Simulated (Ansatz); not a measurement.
This is a one-shot G0W0 calculation with Ansatz 0.2.0 on MgS (NiAs type); the level of theory is G0W0@PBE with 266 empty bands, a screening cutoff of 140 eV and a 6×6×2 mesh. The cell was relaxed beforehand with r2SCAN.

Input (YAML):
```yaml
crystal:
  lattice:
    - [3.6454348044, 0.0, 0.0]
    - [-1.8227174022, 3.1570391485, 0.0]
    - [0.0, 0.0, 6.1473560942]
  atoms:
    - { symbol: Mg, position: [0.0, 0.0, 0.0] }
    - { symbol: Mg, position: [0.0, 0.0, 0.5] }
    - { symbol: S, position: [0.3333333333, 0.6666666667, 0.25] }
    - { symbol: S, position: [0.6666666667, 0.3333333333, 0.75] }
kpoints:
  mp_grid: { grid: [6, 6, 2] }
hamiltonian:
  xc: pbe
scf:
  occupations: { method: fixed }
gw:
  n_empty_bands: 266
  ecut_chi: 140
  qp_bands: [v2, c2]
  qp_kpoints: band_edges
  screening: { model: contour_deformation }
```

Run as `ansatz run input.yaml --threads 2 --pin off --max-ram 3686MiB --backend cpu --events-out ev --progress --plain --runs-dir out`. Wall time 62 s on 2 threads of Intel(R) Xeon(R) 6975P-C (Granite Rapids), with other jobs on the host; peak host memory 0.6 GiB.

Abridged output:
```
Functional definition: PBE
Crystal: 4 atoms, lattice volume = 70.749 Å³
Basis set: ecut = 420 eV, 1353 PW (Γ)
Bands: 20, of which v1, the nominal top of the filled ones, is band 16 counted from 1 (15 counted from 0)
Symmetry: 24 space group operations
Space group: P63/mmc (ITA 194)
k-points: 14 of 72
preconditioner: auto → Resta (q_TF=auto, 2.390 Å⁻¹)  ε∞=4.0  [insulator: Δε(μ)=3.407 eV  ℏωp=17.7 eV]
Free energy (F): -5657.384086 eV
Fermi energy:    6.361899 eV
--- Per-component energies (eV) ---
  E_band       = -665.558827
  E_kinetic    = 370.420503
  E_local      = -3365.150055
  E_nonlocal   = 246.807080
  E_hartree    = 1201.626112
  E_xc         = -255.446431
  E_vxc        = -254.015916
  E_paw        = -1785.956116
  E_vpaw       = -66.872261
  E_ewald      = -2069.685176
--- Band table (eV; the first three rows and the last of 14) ---
  k-point 0: bands = […, 1.4232, 5.8790, 5.8790, 6.1220, 6.3619, 6.3619, 9.9046, 11.0100, 13.1516, 14.1643]
  k-point 1: bands = […, 3.3652, 3.3652, 6.1163, 6.1163, 6.1163, 6.1163, 11.1802, 11.1802, 13.9064, 13.9064]
  k-point 2: bands = […, 1.7478, 4.5480, 5.0946, 5.5197, 5.9870, 6.2323, 11.0524, 11.8540, 12.8532, 13.4897]
  k-point 13: bands = […, 2.7342, 2.7342, 2.7670, 2.7670, 5.4720, 5.4720, 11.3624, 11.3624, 12.2757, 12.2757]
--- G₀W₀: contour deformation, 6 samples at zero and on the imaginary axis and 1 off it, 72 q-points, 266 empty bands' worth ---
    ik  band        ε_KS         Σx   Σc(E_QP)       V_xc       Z   E_QP_lin       E_QP  E_QP is
     0    15      6.3619   -18.3403     1.9155   -15.4909  0.7742     5.4190     5.4280  root
     0    16      6.3619   -18.3403     1.9155   -15.4909  0.7742     5.4190     5.4280  root
     0    17      9.9046    -8.5838    -4.0781   -13.1171  0.8050    10.3616    10.3598  root
     0    18     11.0100    -6.5030    -4.0244   -10.9219  0.8082    11.4061    11.4046  root
     1    15      6.1163   -18.1705     2.0007   -15.2102  0.7725     5.1467     5.1567  root
     1    16      6.1163   -18.1705     2.0007   -15.2102  0.7725     5.1467     5.1567  root
     1    17     11.1802    -7.2844    -4.1697   -11.9050  0.8035    11.6331    11.6311  root
     1    18     11.1802    -7.2844    -4.1697   -11.9050  0.8035    11.6331    11.6311  root
     2    15      5.9870   -18.2195     2.0308   -15.2363  0.7713     5.0245     5.0346  root
     2    16      6.2323   -18.2412     1.9590   -15.3356  0.7732     5.2761     5.2857  root
     2    17     11.0524    -8.5494    -4.1971   -13.2218  0.7982    11.5298    11.5276  root
     2    18     11.8540    -6.0548    -4.1750   -10.6640  0.8036    12.2901    12.2882  root
     3    15      5.8515   -17.9946     2.0718   -14.9429  0.7712     4.8606     4.8715  root
     3    16      5.8515   -17.9946     2.0718   -14.9429  0.7712     4.8606     4.8715  root
     3    17     11.8148    -7.1511    -4.3205   -11.9871  0.7981    12.3332    12.3303  root
     3    18     11.8148    -7.1511    -4.3205   -11.9871  0.7981    12.3332    12.3303  root
     4    15      5.4200   -17.6136     2.1202   -14.5050  0.7695     4.4200     4.4317  root
     4    16      5.9106   -18.0572     2.0668   -15.0142  0.7711     4.9236     4.9343  root
     4    17     10.8724    -5.4531    -3.9759    -9.8216  0.8107    11.2664    11.2650  root
     4    18     11.4540    -6.8953    -4.2232   -11.6470  0.7991    11.9854    11.9825  root
     5    15      5.4050   -17.8107     2.2138   -14.5814  0.7683     4.3770     4.3896  root
     5    16      5.4050   -17.8107     2.2138   -14.5814  0.7683     4.3770     4.3896  root
     5    17     10.8280    -6.5527    -4.0693   -11.0817  0.8058    11.2896    11.2877  root
     5    18     10.8280    -6.5527    -4.0693   -11.0817  0.8058    11.2896    11.2877  root
     6    15      4.7814   -17.6909     2.4268   -14.2017  0.7635     3.7035     3.7191  root
     6    16      5.7521   -17.9885     2.1198   -14.8785  0.7701     4.7505     4.7619  root
     6    17     10.4118    -5.4211    -3.8772    -9.6680  0.8130    10.7826    10.7815  root
     6    18     10.7644    -7.4910    -4.0233   -12.0168  0.8010    11.2692    11.2668  root
     7    15      5.2116   -17.7605     2.2789   -14.4513  0.7669     4.1678     4.1813  root
     7    16      5.2116   -17.7605     2.2789   -14.4513  0.7669     4.1678     4.1813  root
     7    17     10.3688    -6.7525    -3.9820   -11.1846  0.8070    10.8208    10.8189  root
     7    18     10.3688    -6.7525    -3.9820   -11.1846  0.8070    10.8208    10.8189  root
    11    15      5.3252   -17.7090     2.2049   -14.4953  0.7679     4.3038     4.3163  root
    11    16      5.3252   -17.7090     2.2049   -14.4953  0.7679     4.3038     4.3163  root
    11    17     10.9607    -6.4684    -4.0883   -11.0163  0.8044    11.4223    11.4203  root
    11    18     10.9607    -6.4684    -4.0883   -11.0163  0.8044    11.4223    11.4203  root
  […]
```

The rows of the band table are 0: (0, 0, 0) = Γ, 1: (0, 0, -1/2), 2: (0, 1/6, 0), 13: (1/3, 1/3, -1/2).

The points are ik 0 = (0, 0, 0) (Γ), ik 1 = (0, 0, -1/2), ik 2 = (0, 1/6, 0), ik 3 = (0, 1/6, -1/2), ik 4 = (0, 1/3, 0), ik 5 = (0, 1/3, -1/2), ik 6 = (0, -1/2, 0), ik 7 = (0, -1/2, -1/2), ik 11 = (1/6, 1/3, -1/2), ik 12 = (1/3, 1/3, 0), ik 13 = (1/3, 1/3, -1/2); band 16 is the last filled one.

The quasiparticle gap on this mesh is 4.82 eV (Γ to k = (1/3, 1/3, 0)), against 3.41 eV from PBE: +1.41 eV. Renormalisation factors Z lie between 0.76 and 0.81. The G0W0 figures hold for the stated bands, cutoff and mesh and aren't extrapolated.

No spin polarisation. The prototype was imposed, so other structures may be more stable.
